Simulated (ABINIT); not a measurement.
# CoO (Fm-3m) in ABINIT: single point with r2SCAN+D4

Aim: the single point of CoO with r2SCAN+D4.

Program: ABINIT 10.8.3 (patched build). These are calculated values, not measurements. Logs are shortened: lines on timing, memory, paths and dates and some standing lists are left out, and cuts for length are marked. The log counts tension as positive stress, the text compression.

**1. The crystal as given**

It takes space group Fm-3m (No. 225, cubic). The conventional cell has a = 4.263 Å, b = 4.263 Å, c = 4.263 Å, α = 90.00°, β = 90.00°, γ = 90.00°. Around Co (site symmetry m-3m) lie 6 O at 2.13 Å. O (site symmetry m-3m) is surrounded by 6 Co at 2.13 Å.

**2. Single point, r2SCAN+D4, collinear spin, ferromagnetic start**

run.py

```python
import json, os
import numpy as np
from ase.units import GPa
from ase.calculators.mixing import SumCalculator
from dftd4.ase import DFTD4
from ase.calculators.abinit import Abinit, AbinitProfile
from ase.io import read

atoms = read('POSCAR')
atoms.set_initial_magnetic_moments([2.0, 0.0])

profile = AbinitProfile(command='abinit', pp_paths=[os.path.abspath('pseudos')])
params = dict(
    pps='pawxml', xc='PBE',
    ecut=761.9188,
    pawecutdg=1360.5693,
    kptopt=1,
    ngkpt=[11, 11, 11],
    nshiftk=1,
    shiftk=[0.0, 0.0, 0.0],
    ixc=-497498,
    usekden=1,
    pawxcdev=0,
    nband=16,
    occopt=4,
    tsmear=0.05,
    nstep=100,
    tolvrs=1e-08,
    prtwf=0,
    prtden=0,
)

atoms.calc = SumCalculator([Abinit(profile=profile, directory='run', **params), DFTD4(method='r2scan')])
energy = atoms.get_potential_energy()
forces = atoms.get_forces()
stress = atoms.get_stress()
print(f'energy {energy:.6f} eV')
print('forces (eV/A)')
print(np.round(forces, 5))
print('stress (GPa, Voigt, tension positive)', np.round(stress / GPa, 4))
json.dump(dict(energy=energy, forces=forces.tolist(), stress=stress.tolist(), cell=atoms.cell.tolist(), frac=atoms.get_scaled_positions(wrap=False).tolist()), open('results.json', 'w'))
```

POSCAR

```
CoO
1.0
    0.0000000000      2.1315000000      2.1315000000
    2.1315000000      0.0000000000      2.1315000000
    2.1315000000      2.1315000000      0.0000000000
Co O
1 1
Direct
    0.0000000000      0.0000000000      0.0000000000
    0.5000000000      0.5000000000      0.5000000000
```

Potentials or basis: JTH PAW PBE v2.0.

Run with:

```sh
$ python run.py
```

What it wrote:

```text
energy -4291.819774 eV
forces (eV/A)
[[ 0. -0. -0.]
 [-0.  0.  0.]]
stress (GPa, Voigt, tension positive) [ 8.9117e+00  8.9117e+00  8.9117e+00 -2.4000e-03 -2.4000e-03 -2.4000e-03]
```

abinit.in:

```text
spinat
0.00000000000000 0.00000000000000 2.00000000000000
0.00000000000000 0.00000000000000 0.00000000000000
ecut 761.9188 eV
ixc -497498
kptopt 1
natom 2
nband 16
ngkpt
11 11 11
nshiftk 1
nsppol 2
nstep 100
occopt 4
pawecutdg 1360.5693 eV
pawxcdev 0
prtden 0
prtwf 0
shiftk
0.0 0.0 0.0
tolvrs 1e-08
tsmear 0.05 eV
usekden 1
#Definition of the unit cell
acell
1.00000000000000 1.00000000000000 1.00000000000000 Angstrom
rprim
0.00000000000000 2.13150000000000 2.13150000000000
2.13150000000000 0.00000000000000 2.13150000000000
2.13150000000000 2.13150000000000 0.00000000000000
chkprim 0 # Allow non-primitive cells
#Definition of the atom types
ntypat 2
znucl 8 27
#Enumerate different atomic species
typat
 2 1
pseudos "./pseudos/O.GGA_PBE-JTH.xml,
./pseudos/Co.GGA_PBE-JTH.xml"
#Definition of the atoms
xcart
0.00000000000000 0.00000000000000 0.00000000000000
4.02795123722141 4.02795123722141 4.02795123722141
chkexit 1 # abinit.exit file in the running directory terminates after the current SCF
```

abinit.abo:

```text
.Version 10.8.3 of ABINIT
 Symmetries : space group Fm -3 m (#225); Bravais cF (face-center cubic)
================================================================================
 Values of the parameters that define the memory need of the present run
     intxc =       0    ionmov =       0      iscf =      17    lmnmax =      18
     lnmax =       6     mgfft =      30  mpssoang =       3    mqgrid =    3001
     natom =       2  nloc_mem =       2    nspden =       2   nspinor =       1
    nsppol =       2      nsym =      48    n1xccc =       1    ntypat =       2
    occopt =       4   xclevel =       2
       mpw =         940          nfft =       27000          nkpt =          56
 PAW method is used; the additional fine FFT grid is defined by:
   mgfftf=        40    nfftf =     64000
================================================================================
================================================================================

--------------------------------------------------------------------------------
------------- Echo of variables that govern the present computation ------------
--------------------------------------------------------------------------------
 -outvars: echo values of preprocessed input variables --------
            acell      1.8897261259E+00  1.8897261259E+00  1.8897261259E+00 Bohr
              amu      1.59994000E+01  5.89332000E+01
          chkexit           1
          chkprim           0
             ecut      2.79999995E+01 Hartree
                       outvar_i_n : Printing only first  50 k-points.
              ixc     -497498
                       outvar_i_n : Printing only first  50 k-points.
         kptrlatt       11    0    0      0   11    0      0    0   11
          kptrlen      6.26602160E+01
            natom           2
            nband          16
            ngfft          30      30      30
          ngfftdg          40      40      40
             nkpt          56
           nspden           2
           nsppol           2
            nstep         100
             nsym          48
           ntypat           2
                       prtocc : prtvol=0, do not print more k-points.
                       1.000000  1.000000  1.000000  1.000000  1.000000  1.000000
                       1.000000  1.000000  1.000000  1.000000  1.000000  1.000000
                       0.000000  0.000000  0.000000  0.000000
                       1.000000  1.000000  1.000000  1.000000  1.000000  1.000000
                       1.000000  1.000000  1.000000  1.000000  1.000000  1.000000
                       0.000000  0.000000  0.000000  0.000000
                       1.000000  1.000000  1.000000  1.000000  1.000000  1.000000
                       1.000000  1.000000  1.000000  1.000000  1.000000  1.000000
                       0.000000  0.000000  0.000000  0.000000
                       1.000000  1.000000  1.000000  1.000000  1.000000  1.000000
                       1.000000  1.000000  1.000000  1.000000  1.000000  1.000000
                       0.000000  0.000000  0.000000  0.000000
                       1.000000  1.000000  1.000000  1.000000  1.000000  1.000000
                       1.000000  1.000000  1.000000  1.000000  1.000000  1.000000
                       0.000000  0.000000  0.000000  0.000000
                       1.000000  1.000000  1.000000  1.000000  1.000000  1.000000
                       1.000000  1.000000  1.000000  1.000000  1.000000  1.000000
[... 118 lines left out ...]
                       1.000000  1.000000  1.000000  1.000000  1.000000  1.000000
                       1.000000  1.000000  1.000000  1.000000  1.000000  0.000000
                       0.000000  0.000000  0.000000  0.000000
                       1.000000  1.000000  1.000000  1.000000  1.000000  1.000000
                       1.000000  1.000000  1.000000  1.000000  1.000000  0.000000
                       0.000000  0.000000  0.000000  0.000000
                       1.000000  1.000000  1.000000  1.000000  1.000000  1.000000
                       1.000000  1.000000  1.000000  1.000000  1.000000  0.000000
                       0.000000  0.000000  0.000000  0.000000
                       1.000000  1.000000  1.000000  1.000000  1.000000  1.000000
                       1.000000  1.000000  1.000000  1.000000  1.000000  0.000000
                       0.000000  0.000000  0.000000  0.000000
                       1.000000  1.000000  1.000000  1.000000  1.000000  1.000000
                       1.000000  1.000000  1.000000  1.000000  1.000000  0.000000
                       0.000000  0.000000  0.000000  0.000000
                       prtocc : prtvol=0, do not print more k-points.
[... 201 lines left out ...]
    2       0.000000000000      0.000000000000      0.000000000000

 cartesian coordinates (angstrom) at end:
    1      0.00000000000000     0.00000000000000     0.00000000000000
    2      2.13150000000000     2.13150000000000     2.13150000000000

 cartesian forces (hartree/bohr) at end:
    1     -0.00000000000000    -0.00000000000000    -0.00000000000000
    2     -0.00000000000000    -0.00000000000000    -0.00000000000000
 frms,max,avg= 0.0000000E+00 0.0000000E+00   0.000E+00  0.000E+00  0.000E+00 h/b

 cartesian forces (eV/Angstrom) at end:
    1     -0.00000000000000    -0.00000000000000    -0.00000000000000
    2     -0.00000000000000    -0.00000000000000    -0.00000000000000
 frms,max,avg= 0.0000000E+00 0.0000000E+00   0.000E+00  0.000E+00  0.000E+00 e/A
 length scales=  1.889726125908  1.889726125908  1.889726125908 bohr
              =  1.000000000000  1.000000000000  1.000000000000 angstroms
 Fermi (or HOMO) energy (hartree) =   0.37575   Average Vxc (hartree)=  -0.46060
 Magnetization (Bohr magneton)=  3.00000000E+00
 Total spin up =  1.30000000E+01   Total spin down =  1.00000000E+01
 Eigenvalues (hartree) for nkpt=  56  k points, SPIN UP:
 kpt#   1, nband= 16, wtk=  0.00075, kpt=  0.0000  0.0000  0.0000 (reduced coord)
  -3.33798   -1.93589   -1.93589   -1.93589   -0.40741    0.22767    0.22767    0.24205
   0.24205    0.24205    0.25275    0.25275    0.25275    0.42298    1.01551    1.05825
      occupation numbers for kpt#   1
   1.00000    1.00000    1.00000    1.00000    1.00000    1.00000    1.00000    1.00000
   1.00000    1.00000    1.00000    1.00000    1.00000    0.00000    0.00000    0.00000
 prteigrs : prtvol=0 or 1, do not print more k-points.

 Eigenvalues (hartree) for nkpt=  56  k points, SPIN DOWN:
 kpt#   1, nband= 16, wtk=  0.00075, kpt=  0.0000  0.0000  0.0000 (reduced coord)
  -3.17991   -1.78167   -1.78167   -1.78167   -0.38735    0.27788    0.27788    0.27788
   0.33429    0.33429    0.33429    0.41475    0.41475    0.45205    1.02243    1.08403
      occupation numbers for kpt#   1
   1.00000    1.00000    1.00000    1.00000    1.00000    1.00000    1.00000    1.00000
   1.00000    1.00000    1.00000    0.00000    0.00000    0.00000    0.00000    0.00000
 prteigrs : prtvol=0 or 1, do not print more k-points.

--- !EnergyTerms
iteration_state     : {dtset: 1, }
comment             : Components of total free energy in Hartree
kinetic             :  1.92409019714945E+01
hartree             :  4.24878897496917E+01
xc                  : -5.83503861064706E+00
Ewald energy        : -1.06281430787188E+02
psp_core            :  3.46884786252585E+00
local_psp           : -1.42393363024251E+02
PAW spherical_terms :  3.15984302179161E+01
internal            : -1.57713762620457E+02
'-kT*entropy'       :  6.79987860971639E-07
total_energy        : -1.57713761940469E+02
total_energy_eV     : -4.29161009246880E+03
...

--- !EnergyTermsDC
iteration_state     : {dtset: 1, }
comment             : '"Double-counting" decomposition of free energy'
band_energy         : -1.52761605988486E+01
Ewald energy        : -1.06281430787188E+02
psp_core            :  3.46884786252585E+00
xc_dc               : -4.03533681842686E+01
PAW spherical_terms :  7.28333816207565E-01
internal            : -1.57713777891572E+02
'-kT*entropy'       :  6.79987860971639E-07
total_energy_dc     : -1.57713777211584E+02
total_energy_dc_eV  : -4.29161050801700E+03
...

--- !EnergyTermsWithPAWCore
iteration_state     : {dtset: 1, }
comment             : 'Components of total free energy, including PAW core contributions'
Total energy        : -1.46893574239627E+03
Total energy DC     : -1.46893575766738E+03
Total energy (eV)   : -3.99717778568717E+04
Total energy DC (eV): -3.99717782724199E+04
...

 Cartesian components of stress tensor (hartree/bohr^3)
  sigma(1 1)=  2.65752448E-04  sigma(3 2)=  0.00000000E+00
  sigma(2 2)=  2.65752448E-04  sigma(3 1)=  0.00000000E+00
  sigma(3 3)=  2.65752448E-04  sigma(2 1)=  0.00000000E+00

-Cartesian components of stress tensor (GPa)         [Pressure= -7.8187E+00 GPa]
- sigma(1 1)=  7.81870695E+00  sigma(3 2)=  0.00000000E+00
- sigma(2 2)=  7.81870695E+00  sigma(3 1)=  0.00000000E+00
- sigma(3 3)=  7.81870695E+00  sigma(2 1)=  0.00000000E+00

== END DATASET(S) ==============================================================
================================================================================

 -outvars: echo values of variables after computation  --------
            acell      1.8897261259E+00  1.8897261259E+00  1.8897261259E+00 Bohr
           etotal     -1.5771377721E+02
            fcart     -0.0000000000E+00 -0.0000000000E+00 -0.0000000000E+00
                      -0.0000000000E+00 -0.0000000000E+00 -0.0000000000E+00
            rprim      0.0000000000E+00  2.1315000000E+00  2.1315000000E+00
                       2.1315000000E+00  0.0000000000E+00  2.1315000000E+00
                       2.1315000000E+00  2.1315000000E+00  0.0000000000E+00
           strten      2.6575244767E-04  2.6575244767E-04  2.6575244767E-04
                       0.0000000000E+00  0.0000000000E+00  0.0000000000E+00
           xangst      0.0000000000E+00  0.0000000000E+00  0.0000000000E+00
                       2.1315000000E+00  2.1315000000E+00  2.1315000000E+00
             xred      0.0000000000E+00  0.0000000000E+00  0.0000000000E+00
                       5.0000000000E-01  5.0000000000E-01  5.0000000000E-01
 Calculation completed.
```

Run time: 7.1 min. Hardware: 1 thread of Arm Neoverse V1, shared host; peak memory 0.19 GiB.

What came out:

* Free energy: -4291.8202 eV
* Pressure: -8.9 GPa
* Band gap on the k mesh: none (metal or under the smearing width)
* Net moment: 3.00 μB per cell
* Site moments: Co +2.69; O +0.28 μB
* Valence electrons inside the program's atomic spheres: Co 15.22; O 4.55
* Dispersion energy per atom: -0.105 eV

Levels at points of the mesh, in eV from the Fermi level:
Spin up:
```tsv
k point	band 11	band 12	band 13	band 14	band 15	band 16
(0.00, 0.00, 0.00)	-3.35	-3.35	-3.35	1.29	17.41	18.57
```
Spin down:
| k point | band 7 | band 8 | band 9 | band 10 | band 11 | band 12 | band 13 | band 14 |
| --- | --- | --- | --- | --- | --- | --- | --- | --- |
| (0.00, 0.00, 0.00) | -2.66 | -2.66 | -1.13 | -1.13 | -1.13 | 1.06 | 1.06 | 2.08 |

Caveat: Libxc's GGAs can fail where the two spin gradients oppose each other; totals of a meta-GGA on PAW files have another zero than those of a GGA; the PAW data sets were made with another functional, which shifts forces and pressure a little; a cell with one magnetic atom can't hold antiferromagnetic order, which such compounds often take; semilocal functionals often make such compounds metallic where correlation or magnetic order opens a gap, which also shifts bond lengths; pairwise dispersion overbinds metals, which lowers pressure and volume.
